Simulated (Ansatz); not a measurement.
This is a one-shot G0W0 calculation with Ansatz 0.2.0 on a 2-atom cell of AlP started from a crystallographic database; the level of theory is G0W0@PBE with 93 empty bands, a screening cutoff of 100 eV and a 6×6×6 mesh. Cell and atoms come from a relaxation with r2SCAN.

input.yaml:
```yaml
crystal:
  lattice:
    - [0.0, 2.7392607921, 2.7392607921]
    - [2.7392607921, 0.0, 2.7392607921]
    - [2.7392607921, 2.7392607921, 0.0]
  atoms:
    - { symbol: Al, position: [0.0, 0.0, 0.0] }
    - { symbol: P, position: [0.25, 0.25, 0.25] }
kpoints:
  mp_grid: { grid: [6, 6, 6] }
hamiltonian:
  xc: pbe
scf:
  occupations: { method: fixed }
gw:
  n_empty_bands: 93
  ecut_chi: 100
  qp_bands: [v2, c2]
  qp_kpoints: band_edges
  screening: { model: contour_deformation }
```

Wall time 7.2 s on 1 × NVIDIA H100 80GB HBM3 with 2 threads of AMD EPYC 7R13 Processor (Zen 3) (shared host), load about 1.1 per core; peak host memory 1.2 GiB.

The output, standing remarks left out:
```
Pseudopotential: Al, paw, valence charge 3, recommended cutoff 420 eV (normal)
Pseudopotential: P, paw, valence charge 5, recommended cutoff 420 eV (normal)
Functional definition: PBE
Crystal: 2 atoms, lattice volume = 41.108 Å³
Basis set: ecut = 420 eV, 821 PW (Γ)
Bands: 8, of which v1, the nominal top of the filled ones, is band 4 counted from 1 (3 counted from 0)
Symmetry: 24 space group operations
Space group: F-43m (ITA 216)
k-points: 16 of 216 (time reversal used)
SCF iter   1: HF=-1294.433106 eV  Δρ=1.07e-3  dr2=7.52e-4
preconditioner: auto → none  [insulator: Δε(μ)=1.586 eV  ℏωp=16.4 eV]
SCF iter   2: HF=-1294.432942 eV  Δρ=3.46e-4  dr2=3.89e-5
SCF iter   3: HF=-1294.432992 eV  Δρ=1.35e-4  dr2=4.42e-6
SCF iter   4: HF=-1294.433000 eV  Δρ=2.41e-5  dr2=4.03e-7
SCF iter   5: HF=-1294.433000 eV  Δρ=9.03e-6  dr2=5.33e-8
SCF iter   6: HF=-1294.433000 eV  Δρ=3.07e-6  dr2=5.99e-9
SCF 1 converged in 6 iterations: F = -1294.433000 eV  dr2 = 5.99e-9
Free energy (F): -1294.433000 eV
Fermi energy:    4.951894 eV
--- Band table (eV; the first three rows and the last of 16) ---
  k-point 0: bands = [-6.4905, 4.9519, 4.9519, 4.9519, 8.1721, 9.4982, 9.4982, 9.4982]
  k-point 1: bands = [-6.1911, 3.0902, 4.7124, 4.7124, 8.5321, 9.9274, 9.9274, 10.5588]
  k-point 2: bands = [-5.4130, 0.6483, 4.3446, 4.3446, 7.9681, 9.9851, 9.9851, 12.8307]
  k-point 15: bands = [-4.1487, -0.0576, 2.0804, 2.3210, 8.2700, 9.2472, 12.5580, 12.8990]
--- G₀W₀: contour deformation, 6 samples at zero and on the imaginary axis and 2 off it, 216 q-points, 93 empty bands' worth ---
    ik  band        ε_KS         Σx   Σc(E_QP)       V_xc       Z   E_QP_lin       E_QP  E_QP is
     0     3      4.9519   -15.8130     1.4594   -13.7998  0.7617     4.3950     4.3982  root
     0     4      4.9519   -15.8130     1.4594   -13.7998  0.7617     4.3950     4.3982  root
     0     5      8.1721    -8.6198    -4.1068   -13.1086  0.7766     8.5557     8.5541  root
     0     6      9.4982    -6.3478    -4.3448   -11.0811  0.7673     9.8889     9.8867  root
     1     3      4.7124   -15.7435     1.5257   -13.6530  0.7601     4.1440     4.1475  root
     1     4      4.7124   -15.7435     1.5257   -13.6530  0.7601     4.1440     4.1475  root
     1     5      8.5321    -7.5292    -4.1297   -12.0301  0.7751     8.9050     8.9033  root
     1     6      9.9274    -6.3097    -4.4890   -11.1901  0.7615    10.3212    10.3187  root
     2     3      4.3446   -15.7804     1.6732   -13.5191  0.7572     3.7526     3.7566  root
     2     4      4.3446   -15.7804     1.6732   -13.5191  0.7572     3.7526     3.7566  root
     2     5      7.9681    -7.3811    -3.9561   -11.6782  0.7799     8.3103     8.3090  root
     2     6      9.9851    -5.7024    -4.4958   -10.5527  0.7637    10.3417    10.3396  root
     3     3      4.1961   -15.8298     1.7404   -13.4912  0.7558     3.5936     3.5979  root
     3     4      4.1961   -15.8298     1.7404   -13.4912  0.7558     3.5936     3.5979  root
     3     5      7.7301    -7.4483    -3.8883   -11.6696  0.7813     8.0642     8.0631  root
     3     6      9.7621    -5.4715    -4.4208   -10.2266  0.7677    10.0981    10.0963  root
     4     3      4.2163   -15.5130     1.6750   -13.2443  0.7568     3.6183     3.6225  root
     4     4      4.2163   -15.5130     1.6750   -13.2443  0.7568     3.6183     3.6225  root
     4     5      8.5367    -6.2116    -4.0698   -10.5907  0.7770     8.8471     8.8460  root
     4     6      9.5780    -7.8359    -4.3687   -12.5755  0.7642     9.9509     9.9488  root
     6     3      2.9718   -15.3338     2.0762   -12.6272  0.7445     2.3349     2.3414  root
     6     4      3.7669   -15.6404     1.8733   -13.1451  0.7524     3.1398     3.1450  root
     6     5      8.2600    -6.2684    -4.0061   -10.5477  0.7795     8.5340     8.5332  root
     6     6     10.0068    -6.5441    -4.4297   -11.2996  0.7622    10.3343    10.3325  root
     8     3      3.3482   -15.1347     1.9256   -12.5823  0.7494     2.7156     2.7214  root
     8     4      4.6475   -15.8479     1.5583   -13.7221  0.7594     4.0765     4.0801  root
     8     5      9.2510    -7.3354    -4.3653   -12.1251  0.7669     9.6780     9.6754  root
     8     6      9.9687    -6.6053    -4.3188   -11.2082  0.7648    10.2541    10.2528  root
     9     3      3.2442   -15.5387     2.0788   -12.8073  0.7467     2.5852     2.5917  root
     9     4      3.2442   -15.5387     2.0788   -12.8073  0.7467     2.5852     2.5917  root
     9     5      7.1805    -5.7252    -3.7376    -9.6411  0.7867     7.3591     7.3588  root
     9     6      8.1396    -5.7777    -3.9649    -9.9955  0.7830     8.3932     8.3925  root
    12     3      2.8729   -15.5971     2.2397   -12.6860  0.7420     2.1938     2.2015  root
    12     4      2.8729   -15.5971     2.2397   -12.6860  0.7420     2.1938     2.2015  root
    12     5      6.5506    -5.3105    -3.6101    -9.0291  0.7906     6.6592     6.6591  root
    12     6      7.4225    -6.1498    -3.7544   -10.1581  0.7864     7.6770     7.6764  root
```

The rows of the band table are 0: (0, 0, 0) = Γ, 1: (0, 0, 1/6), 2: (0, 0, 1/3), 15: (1/6, -1/2, -1/3).

The points are ik 0 = (0, 0, 0) (Γ), ik 1 = (0, 0, 1/6), ik 2 = (0, 0, 1/3), ik 3 = (0, 0, -1/2), ik 4 = (0, 1/6, 1/6), ik 6 = (0, 1/6, -1/2), ik 8 = (0, 1/6, -1/6), ik 9 = (0, 1/3, 1/3), ik 12 = (0, -1/2, -1/2); band 4 is the last filled one.

The quasiparticle gap on this mesh is 2.26 eV (Γ to k = (0, -1/2, -1/2)), against 1.60 eV from PBE: +0.66 eV. Renormalisation factors Z lie between 0.74 and 0.79. G0W0 here is at a finite number of bands, screening cutoff and k mesh, not at the basis limit.

Calculated for a static, non-magnetic cell.
